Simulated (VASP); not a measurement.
# InSe: what each functional gives for the gap, part 3 of 3

Aim: the gap of InSe on one structure at many levels of theory. The starting structure is a computed structure from the Materials Project. Cell and atoms stay as given. Meshes and data sets differ where the inputs say so.

VASP 6.6.1.

Results so far: LDA 0.511 eV; PBE 0.713 eV; r2SCAN 1.129 eV; TB-mBJ 1.605 eV; LDA + spin-orbit coupling 0.478 eV; r2SCAN + spin-orbit coupling 1.100 eV.

### Step 8. Bands with TB-mBJ + spin-orbit coupling

Level of this step: TB-mBJ, spin-orbit coupling; plane waves and PAW (In_d, Se) (VASP).

This run uses a 6×6×1 mesh.

Input file INCAR:

```
SYSTEM = InSe
PREC = Accurate
ENCUT = 350
EDIFF = 1E-06
NELM = 150
ISMEAR = 0
SIGMA = 0.03
LREAL = .FALSE.
ALGO = Normal
METAGGA = MBJ
LASPH = .TRUE.
LNONCOLLINEAR = .TRUE.
MAGMOM = 0 0 0 0 0 0 0 0 0 0 0 0 0 0 0 0 0 0 0 0 0 0 0 0
NBANDS = 94
GGA_COMPAT = .FALSE.
LSORBIT = .TRUE.
LORBIT = 11
LWAVE = .FALSE.
LCHARG = .FALSE.
KPAR = 4
```

Input file POSCAR:

```
InSe
1.0
    4.0473293151      0.0000000000      0.0000000000
   -2.0236646576      3.5050900044      0.0000000000
    0.0000000000      0.0000000000     18.0520649100
In Se
4 4
Direct
    0.3333333333      0.6666666667      0.0773904900
    0.3333333333      0.6666666667      0.9226095100
    0.0000000000      0.0000000000      0.4226063200
    0.0000000000      0.0000000000      0.5773936800
    0.3333333333      0.6666666667      0.3529842800
    0.3333333333      0.6666666667      0.6470157200
    0.6666666667      0.3333333333      0.1469999300
    0.6666666667      0.3333333333      0.8530000700
```

Input file KPOINTS:

```
Automatic mesh
0
Gamma
6 6 1
0 0 0
```

Input file KPOINTS_OPT:

```
Line mode
8
Line-mode
Reciprocal
  0.00000000   0.00000000   0.00000000 GAMMA
  0.50000000   0.00000000   0.00000000 M

  0.50000000   0.00000000   0.00000000 M
  0.33333333   0.33333333   0.00000000 K

  0.33333333   0.33333333   0.00000000 K
  0.00000000   0.00000000   0.00000000 GAMMA

  0.00000000   0.00000000   0.00000000 GAMMA
  0.00000000   0.00000000   0.50000000 A

  0.00000000   0.00000000   0.50000000 A
  0.50000000   0.00000000   0.50000000 L

  0.50000000   0.00000000   0.50000000 L
  0.33333333   0.33333333   0.50000000 H

  0.33333333   0.33333333   0.50000000 H
  0.00000000   0.00000000   0.50000000 A

  0.50000000   0.00000000   0.50000000 L
  0.50000000   0.00000000   0.00000000 M

  0.33333333   0.33333333   0.00000000 K
  0.33333333   0.33333333   0.50000000 H
```

Potentials, in the order of the species: In_d and Se (PBE family, release 64).

Command:

```bash
> mpirun -np 4 vasp_ncl
```

Output:

```text
[... set-up lines as in an earlier step ...]
 entering main loop
       N       E                     dE             d eps       ncg     rms          rms(c)
DAV:   1     0.235190187013E+04    0.23519E+04   -0.26360E+04  1888   0.133E+03
DAV:   2     0.172933376300E+04   -0.62257E+03   -0.60264E+03  1920   0.382E+02
DAV:   3     0.162244771589E+04   -0.10689E+03   -0.10312E+03  2192   0.187E+02
DAV:   4     0.161425380812E+04   -0.81939E+01   -0.80860E+01  2264   0.505E+01
[...]
DAV:  60     0.162273025205E+04    0.77270E-05   -0.73866E-11  1084   0.547E-05    0.209E-05
DAV:  61     0.162273026318E+04    0.11135E-04   -0.70749E-11  1072   0.401E-05    0.127E-05
DAV:  62     0.162273026352E+04    0.33976E-06   -0.49178E-11  1066   0.357E-05
   1 F= 0.16227303E+04 E0= 0.16227303E+04  d E =-.410776E-15  mag=    -0.0000     0.0000    -0.0000
 Start KPOINTS_OPT (optional k-point list driver)
k-point batch [1-10\72]
       N       E                     dE             ncg
DAV:   1     0.230594597356E+04   -0.79361E+04     1912
DAV:   2    -0.397021167459E+04   -0.62762E+04     1960
DAV:   3    -0.506990507324E+04   -0.10997E+04     2168
DAV:   4    -0.514622326491E+04   -0.76318E+02     2224
[...]
DAV:   9    -0.514993737492E+04   -0.24473E-04     2792
DAV:  10    -0.514993737709E+04   -0.21784E-05     1882
DAV:  11    -0.514993737735E+04   -0.25232E-06     1400
[...]
k-point batch [71-72\72]
       N       E                     dE             ncg
DAV:   1     0.161692627076E+05   -0.36339E+04      384
DAV:   2     0.149197970172E+05   -0.12495E+04      400
DAV:   3     0.147191583983E+05   -0.20064E+03      428
DAV:   4     0.147054322454E+05   -0.13726E+02      432
[...]
DAV:   8     0.147046413100E+05   -0.12954E-03      712
DAV:   9     0.147046413014E+05   -0.85250E-05      536
DAV:  10     0.147046413007E+05   -0.78015E-06      368
```

The job ended after 14 min (4 MPI ranks of AMD EPYC 9R45, shared host; peak memory 3.7 GiB).

OUTCAR, selected parts (step 8):

```text
  Total     -282.5848409   -282.5848409   -286.7409158      0.0000000     -0.0000000      0.0000000
  in kB    -1767.9290810  -1767.9290811  -1793.9306373      0.0000000     -0.0000000      0.0000000
  external PRESSURE =   -1776.5962665 kB  Pullay stress =       0.0000000 kB

 POSITION                                       TOTAL-FORCE (eV/Angst)
 -----------------------------------------------------------------------------------
     -0.00000      2.33673      1.39706        -0.000000      0.000000     -1.468720
     -0.00000      2.33673     16.65501        -0.000000      0.000000      1.468720
      0.00000      0.00000      7.62892        -0.000000     -0.000000      1.457980
      0.00000      0.00000     10.42315        -0.000000     -0.000000     -1.457980
     -0.00000      2.33673      6.37210         0.000000      0.000000     -0.267273
     -0.00000      2.33673     11.67997        -0.000000      0.000000      0.267273
      2.02366      1.16836      2.65365         0.000000     -0.000000      0.267540
      2.02366      1.16836     15.39841         0.000000     -0.000000     -0.267540
 -----------------------------------------------------------------------------------
    total drift:                               -0.000000      0.000000      0.000000

  FREE ENERGIE OF THE ION-ELECTRON SYSTEM (eV)
  ---------------------------------------------------
  free  energy   TOTEN  =      1622.7302635203 eV

  energy  without entropy=     1622.7302635203  energy(sigma->0) =     1622.73026352

 magnetization (x)
# of ion       s       p       d       tot
------------------------------------------
    1       -0.000   0.000  -0.000   0.000
    2       -0.000  -0.000   0.000  -0.000
    3       -0.000   0.000   0.000  -0.000
    4        0.000   0.000   0.000   0.000
    5       -0.000  -0.000  -0.000  -0.000
    6       -0.000   0.000   0.000   0.000
    7        0.000   0.000   0.000   0.000
    8       -0.000  -0.000  -0.000  -0.000
--------------------------------------------------
tot         -0.000  -0.000  -0.000  -0.000

 magnetization (y)
# of ion       s       p       d       tot
------------------------------------------
    1       -0.000   0.000  -0.000  -0.000
    2        0.000   0.000   0.000   0.000
    3        0.000   0.000   0.000   0.000
    4       -0.000  -0.000   0.000  -0.000
    5        0.000   0.000   0.000   0.000
    6        0.000   0.000   0.000   0.000
    7        0.000  -0.000  -0.000  -0.000
    8        0.000   0.000   0.000   0.000
--------------------------------------------------
tot         -0.000  -0.000   0.000  -0.000

 magnetization (z)
# of ion       s       p       d       tot
------------------------------------------
    1       -0.000  -0.000   0.000  -0.000
    2       -0.000  -0.000   0.000  -0.000
    3        0.000   0.000   0.000   0.000
    4        0.000  -0.000   0.000  -0.000
    5        0.000  -0.000   0.000  -0.000
    6        0.000  -0.000  -0.000  -0.000
    7        0.000   0.000  -0.000   0.000
    8        0.000   0.000  -0.000   0.000
--------------------------------------------------
tot         -0.000  -0.000   0.000  -0.000

[... 2 parts as in an earlier step ...]

[... 1 further part left out ...]
[key lines of the parts left out:]
E-fermi :   3.3944
```

TB-mBJ + spin-orbit coupling gives a direct gap of 1.582 eV. The least gap is -0.022 eV from that of TB-mBJ, on another mesh, which alone can move a gap by some hundredths of an eV.

### Step 9. Bands with HSE06

HSE06 mixes in a quarter of exact exchange at short range, at far higher cost; in semiconductors this cures much of the gap error, while metals seldom gain. This run uses a 4×4×1 mesh. Its starting orbitals come from a semilocal run on the same mesh, not shown.

Input file INCAR:

```
SYSTEM = InSe
PREC = Accurate
ENCUT = 350
EDIFF = 1E-06
NELM = 100
ISMEAR = 0
SIGMA = 0.03
LREAL = .FALSE.
ALGO = Normal
LHFCALC = .TRUE.
AEXX = 0.25
GGA = PE
HFSCREEN = 0.2
LASPH = .TRUE.
NBANDS = 47
PRECFOCK = Fast
LORBIT = 11
LWAVE = .FALSE.
LCHARG = .FALSE.
KPAR = 2
```

POSCAR is that of step 8.

Input file KPOINTS:

```
Automatic mesh
0
Gamma
4 4 1
0 0 0
```

KPOINTS_OPT is that of step 8.

Command:

```bash
> mpirun -np 4 vasp_std
```

Output:

```text
[banner, memory and clock lines left out]
running    4 mpi-ranks, on    1 nodes
[...]
LDA part: xc-table for (Slater+PW92), standard interpolation
|                                                                             |
|           W    W    AA    RRRRR   N    N  II  N    N   GGGG   !!!           |
|           W    W   A  A   R    R  NN   N  II  NN   N  G    G  !!!           |
|           W    W  A    A  R    R  N N  N  II  N N  N  G       !!!           |
|           W WW W  AAAAAA  RRRRR   N  N N  II  N  N N  G  GGG   !            |
|           WW  WW  A    A  R   R   N   NN  II  N   NN  G    G                |
|           W    W  A    A  R    R  N    N  II  N    N   GGGG   !!!           |
|                                                                             |
|     The number of bands has been changed from the values supplied in        |
|     The orbitals not found in the WAVECAR file will be initialized with     |
|     random numbers, which is usually adequate. For correlated               |
[...]
1 F= -.34413554E+02 E0= -.34413554E+02  d E =-.344704E-20
 Start KPOINTS_OPT (optional k-point list driver)
k-point batch [1-4\72]
       N       E                     dE             ncg
DAV:   1     0.889089850075E+03   -0.72791E+02      384
DAV:   2    -0.200011293280E+04   -0.28892E+04      392
DAV:   3    -0.245805136148E+04   -0.45794E+03      472
DAV:   4    -0.249559176834E+04   -0.37540E+02      464
DAV:   5    -0.249684620301E+04   -0.12544E+01      504
DAV:   6    -0.249689862381E+04   -0.52421E-01      576
DAV:   7    -0.249689962692E+04   -0.10031E-02      560
DAV:   8    -0.249689964990E+04   -0.22984E-04      576
DAV:   9    -0.249689965038E+04   -0.48459E-06      336
[...]
k-point batch [69-72\72]
       N       E                     dE             ncg
DAV:   1     0.632721351334E+03   -0.74566E+04      384
DAV:   2    -0.217860529411E+04   -0.28113E+04      400
DAV:   3    -0.257671546066E+04   -0.39811E+03      448
DAV:   4    -0.260403939973E+04   -0.27324E+02      448
DAV:   5    -0.260524720420E+04   -0.12078E+01      512
DAV:   6    -0.260529391913E+04   -0.46715E-01      584
DAV:   7    -0.260529474782E+04   -0.82869E-03      592
DAV:   8    -0.260529476456E+04   -0.16737E-04      576
DAV:   9    -0.260529476498E+04   -0.42575E-06      296
```

It took 27 min on 4 MPI ranks; peak memory 1.5 GiB; 1.8 h of CPU time.

Parts of OUTCAR (step 9):

```text
 POSITION                                       TOTAL-FORCE (eV/Angst)
 -----------------------------------------------------------------------------------
     -0.00000      2.33673      1.39706        -0.000000     -0.000000      0.083230
     -0.00000      2.33673     16.65501        -0.000000      0.000000     -0.083230
      0.00000      0.00000      7.62892         0.000000     -0.000000     -0.084310
      0.00000      0.00000     10.42315         0.000000     -0.000000      0.084310
     -0.00000      2.33673      6.37210         0.000000     -0.000000      0.062979
     -0.00000      2.33673     11.67997         0.000000     -0.000000     -0.062979
      2.02366      1.16836      2.65365         0.000000     -0.000000     -0.062664
      2.02366      1.16836     15.39841         0.000000      0.000000      0.062664
 -----------------------------------------------------------------------------------
    total drift:                                0.000011     -0.000089      0.000005

  FREE ENERGIE OF THE ION-ELECTRON SYSTEM (eV)
  ---------------------------------------------------
  free  energy   TOTEN  =       -34.4135536463 eV

  energy  without entropy=      -34.4135536463  energy(sigma->0) =      -34.41355365

[... 1 part as in an earlier step ...]

[... 2 further parts left out ...]
[key lines of the parts left out:]
E-fermi :   2.7574
```

HSE06 gives a direct gap of 1.488 eV. The least gap is +0.977 eV from that of LDA, on another mesh, which alone can move a gap by some hundredths of an eV.

### Step 10. The runs compared

```csv
level,gap (eV),least direct gap (eV),mesh,core minutes
LDA,0.511,0.511,6×6×2,8.0
PBE,0.713,0.713,6×6×2,8.27
r2SCAN,1.129,1.129,6×6×2,27.7
TB-mBJ,1.605,1.605,6×6×2,16.1
LDA + spin-orbit coupling,0.478,0.478,6×6×1,23.3
r2SCAN + spin-orbit coupling,1.1,1.1,6×6×1,108.0
TB-mBJ + spin-orbit coupling,1.582,1.582,6×6×1,54.5
HSE06,1.488,1.488,4×4×1,109.0
```

Core minutes are wall time times ranks of the run shown, on a shared host.

### Step 11. What came out

```json
{"gap, LDA": "0.511 eV", "gap, PBE": "0.713 eV", "gap, r2SCAN": "1.129 eV", "gap, TB-mBJ": "1.605 eV", "gap, LDA + spin-orbit coupling": "0.478 eV", "gap, r2SCAN + spin-orbit coupling": "1.100 eV", "gap, TB-mBJ + spin-orbit coupling": "1.582 eV", "gap, HSE06": "1.488 eV"}
```

**Reading.** Without spin-orbit coupling the gap of InSe runs from 0.511 eV (LDA) to 1.605 eV (TB-mBJ). HSE06 gives +0.77 eV from PBE, on another mesh, which alone can move a gap by some hundredths of an eV. TB-mBJ lies +0.12 eV from HSE06, on another mesh, which alone can move a gap by some hundredths of an eV. Spin-orbit coupling changes the LDA gap by -0.033 eV, on another mesh, which alone can move a gap by some hundredths of an eV (LASPH differs too). Spin-orbit coupling changes the r2SCAN gap by -0.029 eV, on another mesh, which alone can move a gap by some hundredths of an eV. Spin-orbit coupling changes the TB-mBJ gap by -0.022 eV, on another mesh, which alone can move a gap by some hundredths of an eV. LASPH is on in some of these runs and off in others, which adds a little to the differences. These are gaps between Kohn-Sham or generalised Kohn-Sham levels of a static lattice, without excitons or temperature. Further runs on this material are not shown.

[Lines on the potential files, build, host, timing and source positions are cut from VASP's logs without a mark.]

[Logs are printed without paths, hosts, clocks, repeated set-up lines and the standing remarks that a program may print on its own settings, such as how far it seeks lower states.]

[Hosts, paths, dates, database ids (printed as entryN), source tags and the programs' standing remarks are cut or masked in the printed files.]
